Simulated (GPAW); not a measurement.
GaSb:

```
Sb Ga
1.0
     0.00000    3.05900    3.05900
     3.05900    0.00000    3.05900
     3.05900    3.05900    0.00000
Sb Ga
1 1
Direct
  0.75000 0.75000 0.75000
  0.00000 0.00000 0.00000
```

Program: GPAW 26.7.0. Alike in all runs: task band structure; no spin polarisation; cell as given; k mesh 8 × 8 × 8; cutoff (eV) 600; smearing fermi-dirac 0.05 eV.

**Question.** Order these runs on this cell by their pressure, lowest first.
A. level PBEsol; potentials or basis PAW data sets generated in the run's folder for this functional, pw
B. level BLYP; potentials or basis PAW data sets generated in the run's folder for this functional, pw; eigensolver davidson
C. level revPBE; potentials or basis the program's PAW data sets (release 1.2.1) made for this functional, pw

**Answer.** A (-0.1 GPa), C (3.5 GPa), B (5.2 GPa).

Runs at the PBE level aren't shown here.
